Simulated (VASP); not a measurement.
# Si (Fd-3m) in VASP: further runs

The runs below take Si through single point, with LDA.

Program: VASP 6.6.1. These are calculated values, not measurements. Logs are shortened: lines on timing, memory, paths and dates and some standing lists are left out, and cuts for length are marked.

## 1. The undisturbed crystal

The structure is cubic, space group Fd-3m (No. 227). Conventional cell: a = 5.444 Å, b = 5.444 Å, c = 5.444 Å, α = 90.00°, β = 90.00°, γ = 90.00°. Si (site symmetry -43m) is surrounded by 4 Si at 2.36 Å.

## 2. Single point, LDA (grid = ENCUT=500 dk=0.45 cell=2x2x2 ISMEAR=0 SIGMA=0.05 LREAL=Auto EDIFF=1e-06)

INCAR reads:

```
PREC = Accurate
ENCUT = 500
EDIFF = 1E-6
ISMEAR = 0
SIGMA = 0.05
LREAL = Auto
LASPH = True
NELM = 120
ALGO = Fast
ISIF = 2
LWAVE = False
LCHARG = False
GGA = CA
NBANDS = 40
```

KPOINTS reads:

```
Automatic mesh
0
Gamma
  3 3 3
```

POSCAR reads:

```
Si
1.0
    0.0000000000      5.4437023730      5.4437023730
    5.4437023730      0.0000000000      5.4437023730
    5.4437023730      5.4437023730      0.0000000000
Si
16
Direct
    0.2500000000      0.2500000000      0.2500000000
    0.2500000000      0.2500000000      0.7500000000
    0.2500000000      0.7500000000      0.2500000000
    0.2500000000      0.7500000000      0.7500000000
    0.7500000000      0.2500000000      0.2500000000
    0.7500000000      0.2500000000      0.7500000000
    0.7500000000      0.7500000000      0.2500000000
    0.7500000000      0.7500000000      0.7500000000
    0.3750000000      0.3750000000      0.3750000000
    0.3750000000      0.3750000000      0.8750000000
    0.3750000000      0.8750000000      0.3750000000
    0.3750000000      0.8750000000      0.8750000000
    0.8750000000      0.3750000000      0.3750000000
    0.8750000000      0.3750000000      0.8750000000
    0.8750000000      0.8750000000      0.3750000000
    0.8750000000      0.8750000000      0.8750000000
```

Potentials or basis: VASP PAW LDA potentials, release 64 (Si).

Command:

```console
cat potpaw_LDA.64/Si/POTCAR > POTCAR
mpirun -np 1 vasp_std > vasp.out
```

OUTCAR:

```text
PREC = Accurate
   ENCUT = 500
   EDIFF = 1E-6
   ISMEAR = 0
   LREAL = Auto
   LASPH = True
   NELM = 120
   ISIF = 2
   GGA = CA

 Found      4 irreducible k-points:

 Following reciprocal coordinates:
            Coordinates               Weight
  0.000000  0.000000  0.000000      1.000000
  0.333333  0.000000  0.000000      8.000000
  0.333333  0.333333  0.000000      6.000000
 -0.333333  0.333333  0.000000     12.000000
   k-points           NKPTS =      4   k-points in BZ     NKDIM =      4   number of bands    NBANDS=     40
   number of dos      NEDOS =    301   number of ions     NIONS =     16
   total plane-waves  NPLWV = 175616
   dimension x,y,z NGX =    56 NGY =   56 NGZ =   56
   dimension x,y,z NGXF=   112 NGYF=  112 NGZF=  112
   ions per type =              16
   NGX,Y,Z   is equivalent  to a cutoff of  12.09, 12.09, 12.09 a.u.
   NGXF,Y,Z  is equivalent  to a cutoff of  24.19, 24.19, 24.19 a.u.
 SYSTEM =  unknown system
   PREC   = accura    normal or accurate (medium, high low for compatibility)
   ISTART =      0    job   : 0-new  1-cont  2-samecut
   ICHARG =      2    charge: 1-file 2-atom 10-const
   ISPIN  =      1    spin polarized calculation?
   LNONCOLLINEAR =      F non collinear calculations
   LSORBIT =      F    spin-orbit coupling
   LASPH  =      T    aspherical Exc in radial PAW
   ENCUT  =  500.0 eV  36.75 Ry    6.06 a.u.  14.04 14.04 14.04*2*pi/ulx,y,z
   NELM   =    120;   NELMIN=  2; NELMDL= -5     # of ELM steps
   EDIFF  = 0.1E-05   stopping-criterion for ELM
   LREAL  =      T    real-space projection
   EDIFFG = 0.1E-04   stopping-criterion for IOM
   NSW    =      0    number of steps for IOM
   IBRION =     -1    ionic relax: 0-MD 1-quasi-New 2-CG
   NFREE  =      0    steps in history (QN), initial steepest desc. (CG)
   ISIF   =      2    stress and relaxation
   ISYM   =      2    0-nonsym 1-usesym 2-fastsym
   POTIM  = 0.5000    time-step for ionic-motion
   TEBEG  =    0.0;   TEEND  =   0.0 temperature during run
   PSTRESS=    0.0 pullay stress
   NELECT =      64.0000    total number of electrons
   NUPDOWN=      -1.0000    fix difference up-down
   EMIN   =  10.00;   EMAX   =-10.00  energy-range for DOS
   EFERMI =   0.00;   METHOD = LEGACY
   ISMEAR =     0;   SIGMA  =   0.05  broadening in eV -4-tet -1-fermi 0-gaus
   EFERMI_NEDOS =   21; number of points for ismear=-14 and -15
   IALGO  =     68    algorithm
   IMIX   =      4    mixing-type and parameters
     AMIX     =   0.40;   BMIX     =  1.00
     AMIX_MAG =   1.60;   BMIX_MAG =  1.00
  volume/ion in A,a.u.               =      20.16       136.08
  Fermi-wavevector in a.u.,A,eV,Ry     =   0.954766  1.804247 12.402783  0.911579
  Thomas-Fermi vector in A             =   2.083543
   LORBIT       =      0    0 simple, 1 ext, 2 COOP (PROOUT), +10 PAW based schemes
   GGA     = CA    functional components
   LHFCALC =     F    Hartree Fock is set to
   AEXX    =    0.0000 exact exchange contribution
   IVDW    =     0    specifies the selected vdW correction
   LEPSILON=     F    determine dielectric tensor
   LRPA    =     F    only Hartree local field effects (RPA)
 non-spin polarized calculation
 RMM-DIIS sequential band-by-band and
 Gauss-broadening in eV      SIGMA  =   0.05
  energy-cutoff  :      500.00
  volume of cell :      322.64
 maximum number of plane-waves:      8216
   NGX = 29   NGY = 29   NGZ = 29

 number of electron      64.0000004 magnetization

 Free energy of the ion-electron system (eV)
  ---------------------------------------------------
  ext. energy  EPLUGINS =         0.00000000
  ---------------------------------------------------
  free energy    TOTEN  =       -95.11232998 eV

  energy without entropy =      -95.11232998  energy(sigma->0) =      -95.11232998

 E-fermi :   5.9689     XC(G=0):  -9.5759

 val. band max:        5.7055125085   @ k =   0.0000   0.0000   0.0000
 cond. band min:       6.3168379884   @ k =   0.0000   0.0000   0.0000
 fundamental gap:      0.6113254799
 Fermi energy:         5.9689325702

 k-point     1 :       0.0000    0.0000    0.0000
  band No.  band energies     occupation
      1      -6.2056      2.00000
      2      -3.8844      2.00000
      3      -3.8844      2.00000
      4      -3.8844      2.00000
      5      -3.8844      2.00000
      6      -2.0871      2.00000
[... 32 lines left out ...]
     39       7.1057      0.00000
     40       7.1057      0.00000

 k-point     2 :       0.3333    0.0000    0.0000
  band No.  band energies     occupation
      1      -5.8464      2.00000
      2      -4.8360      2.00000
      3      -3.7271      2.00000
      4      -3.7271      2.00000
      5      -3.7271      2.00000
      6      -3.1553      2.00000
[... 32 lines left out ...]
     39       7.6524      0.00000
     40       7.9400      0.00000

 k-point     3 :       0.3333    0.3333    0.0000
  band No.  band energies     occupation
      1      -5.7243      2.00000
      2      -4.3125      2.00000
      3      -4.1107      2.00000
      4      -4.1107      2.00000
      5      -4.1107      2.00000
      6      -4.1107      2.00000
[... 32 lines left out ...]
     39       8.0620      0.00000
     40       8.3624      0.00000

 k-point     4 :      -0.3333    0.3333    0.0000
  band No.  band energies     occupation
      1      -5.2614      2.00000
      2      -4.9135      2.00000
      3      -4.9135      2.00000
      4      -3.9289      2.00000
      5      -3.9289      2.00000
      6      -2.9587      2.00000
[... 32 lines left out ...]
     39       8.9773      0.00000
     40       8.9977      0.00000

------------------------ aborting loop because EDIFF is reached ----------------------------------------

  FORCE on cell =-STRESS in cart. coord.  units (eV):
  Direction    XX          YY          ZZ          XY          YZ          ZX
  --------------------------------------------------------------------------------------
  -------------------------------------------------------------------------------------
  Total       -4.0500873     -4.0500873     -4.0500873     -0.0000000      0.0000000     -0.0000000
  in kB      -20.1123054    -20.1123054    -20.1123054     -0.0000000      0.0000000     -0.0000000
  external PRESSURE =     -20.1123054 kB  Pullay stress =       0.0000000 kB

 VOLUME and BASIS-vectors are now :
 -----------------------------------------------------------------------------
  energy-cutoff  :      500.00
  volume of cell :      322.64
      direct lattice vectors                 reciprocal lattice vectors
     0.000000000  5.443702373  5.443702373    -0.091849254  0.091849254  0.091849254
     5.443702373  0.000000000  5.443702373     0.091849254 -0.091849254  0.091849254
     5.443702373  5.443702373  0.000000000     0.091849254  0.091849254 -0.091849254

 POSITION                                       TOTAL-FORCE (eV/Angst)
 -----------------------------------------------------------------------------------
      2.72185      2.72185      2.72185        -0.000000     -0.000000     -0.000000
      5.44370      5.44370      2.72185        -0.000000     -0.000000     -0.000000
      5.44370      2.72185      5.44370        -0.000000     -0.000000     -0.000000
      8.16555      5.44370      5.44370        -0.000000     -0.000000      0.000000
      2.72185      5.44370      5.44370        -0.000000     -0.000000     -0.000000
      5.44370      8.16555      5.44370        -0.000000     -0.000000      0.000000
[... 8 lines left out ...]
      6.80463      6.80463      9.52648         0.000000      0.000000      0.000000
      9.52648      9.52648      9.52648         0.000000      0.000000      0.000000
 -----------------------------------------------------------------------------------
    total drift:                               -0.000000     -0.000000      0.000000

  FREE ENERGIE OF THE ION-ELECTRON SYSTEM (eV)
  ---------------------------------------------------
  free  energy   TOTEN  =       -95.1123299814 eV

  energy  without entropy=      -95.1123299814  energy(sigma->0) =      -95.11232998
```

OSZICAR:

```text
N       E                     dE             d eps       ncg     rms          rms(c)
DAV:   1     0.166113064942E+03    0.16611E+03   -0.24125E+04   320   0.128E+03
DAV:   2    -0.800639944208E+02   -0.24618E+03   -0.23341E+03   384   0.185E+02
DAV:   3    -0.967983501460E+02   -0.16734E+02   -0.16378E+02   424   0.441E+01
DAV:   4    -0.971989138293E+02   -0.40056E+00   -0.39966E+00   408   0.829E+00
DAV:   5    -0.972082073208E+02   -0.92935E-02   -0.92899E-02   408   0.127E+00    0.141E+01
RMM:   6    -0.957650050693E+02    0.14432E+01   -0.75898E-01   320   0.270E+00    0.847E+00
RMM:   7    -0.950984311916E+02    0.66657E+00   -0.20027E+00   352   0.429E+00    0.562E-01
RMM:   8    -0.951069979579E+02   -0.85668E-02   -0.17640E-01   349   0.166E+00    0.277E-01
RMM:   9    -0.951114827382E+02   -0.44848E-02   -0.53625E-02   362   0.846E-01    0.271E-01
RMM:  10    -0.951126684629E+02   -0.11857E-02   -0.12796E-02   387   0.442E-01    0.306E-01
RMM:  11    -0.951123471976E+02    0.32127E-03   -0.22641E-03   361   0.210E-01    0.629E-01
RMM:  12    -0.951123676304E+02   -0.20433E-04   -0.34240E-04   376   0.919E-02    0.421E-01
RMM:  13    -0.951123021431E+02    0.65487E-04   -0.22113E-04   351   0.664E-02    0.131E-01
RMM:  14    -0.951123167861E+02   -0.14643E-04   -0.35716E-05   384   0.284E-02    0.105E-01
RMM:  15    -0.951123264220E+02   -0.96359E-05   -0.96735E-06   336   0.138E-02    0.449E-02
RMM:  16    -0.951123284481E+02   -0.20261E-05   -0.42611E-06   304   0.799E-03    0.455E-02
RMM:  17    -0.951123299835E+02   -0.15354E-05   -0.22577E-06   231   0.671E-03    0.406E-03
RMM:  18    -0.951123299814E+02    0.21200E-08   -0.47396E-07   208   0.299E-03
   1 F= -.95112330E+02 E0= -.95112330E+02  d E =-.276599E-14
```

stdout:

```text
POSCAR found type information on POSCAR Si
 POSCAR found :  1 types and      16 ions
 scaLAPACK will be used
 LDA part: xc-table for (Slater(with rela. corr.)+CA(PZ))
 , standard interpolation
 POSCAR, INCAR and KPOINTS ok, starting setup
 FFT: planning ... GRIDC
 FFT: planning ... GRID_SOFT
 FFT: planning ... GRID
 WAVECAR not read
 entering main loop
```

It took 65 s on 1 thread of Intel Xeon Platinum 8488C (Sapphire Rapids), shared host; peak memory 0.29 GiB.

The run converged, but some of its settings lie outside the range that counts as converged, so its numbers aren't taken as properties of the crystal.

Results:

* Free energy: -95.1123 eV
* Pressure: -2.0 GPa
* Band gap on the k mesh: 0.61 eV

Caveat: an odd mesh through Γ misses points on the zone boundary, where band edges often lie.

## 3. Single point, LDA (grid = ENCUT=600 dk=0.45 cell=2x2x2 ISMEAR=0 SIGMA=0.05 LREAL=Auto EDIFF=1e-06)

INCAR, as its differences from that of step 2:

```diff
@@ -1,3 +1,3 @@
 PREC = Accurate
-ENCUT = 500
+ENCUT = 600
 EDIFF = 1E-6
```

KPOINTS is that of step 2.

POSCAR is that of step 2.

Potentials or basis: VASP PAW LDA potentials, release 64 (Si).

Command:

```console
cat potpaw_LDA.64/Si/POTCAR > POTCAR
mpirun -np 1 vasp_std > vasp.out
```

Wall time 91 s (1 thread of Intel Xeon Platinum 8488C (Sapphire Rapids), shared host); peak memory 0.39 GiB.

These settings aren't checked as converged: the numbers below hold their error.

Results:

| Property | Result |
| --- | --- |
| Free energy | -95.1122 eV |
| Pressure | -2.1 GPa |
| Band gap on the k mesh | 0.61 eV |

Caveat: an odd mesh through Γ misses points on the zone boundary, where band edges often lie.

## 4. The reference run

An earlier run on the cell as given: functional PBE; potentials or basis VASP PAW PBE potentials, release 64 (Si); cutoff 520 eV; k mesh 8 × 8 × 8; occupations fermi-dirac, width 0.05 eV; no spin polarisation.

- Pressure: 1.3 GPa
- Band gap on the k mesh: 0.63 eV, indirect (least direct gap 2.56 eV)
